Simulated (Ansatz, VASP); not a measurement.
BAs2: VASP beside Ansatz

```
B As
1.0
     4.48126    0.00000    0.00000
    -2.24063    3.88088    0.00000
     0.00000    0.00000    2.82378
B As
1 2
Direct
  0.00000 0.00000 0.00000
  0.33333 0.66667 0.50000
  0.66667 0.33333 0.50000
```

Alike in both runs: functional PBE; k mesh 6 × 6 × 4; occupations gaussian, width 0.1 eV; no spin polarisation.

Ansatz relaxed the structure, and its values are those at the end. VASP's run is a single point on that final structure, the one shown.

```csv
,VASP,Ansatz
version,VASP 6.6.1,Ansatz 0.2.0
potentials or method,"VASP PAW PBE potentials, release 64 (B, As)","scalar-relativistic, plane waves, PAW"
plane-wave cutoff (eV),520,420
valence electrons in the cell,13,33
```

Ansatz gave:

| Property | Result |
| --- | --- |
| gap on the k mesh at the Fermi level (eV) | none |
| pressure (GPa) | 0.3 |

Q: What did VASP give for the same quantities?

A: gap on the k mesh at the Fermi level (eV): none; pressure (GPa): 0.4.

A gap of «none» marks a metal or a gap that the smearing closes. With one functional, cell and mesh, what is left measures potentials, basis and numerics. The two sets of potentials don't hold the same shells in valence.

Caveats: the k mesh is coarse (spacing up to 0.56 Å⁻¹), so the values aren't converged.
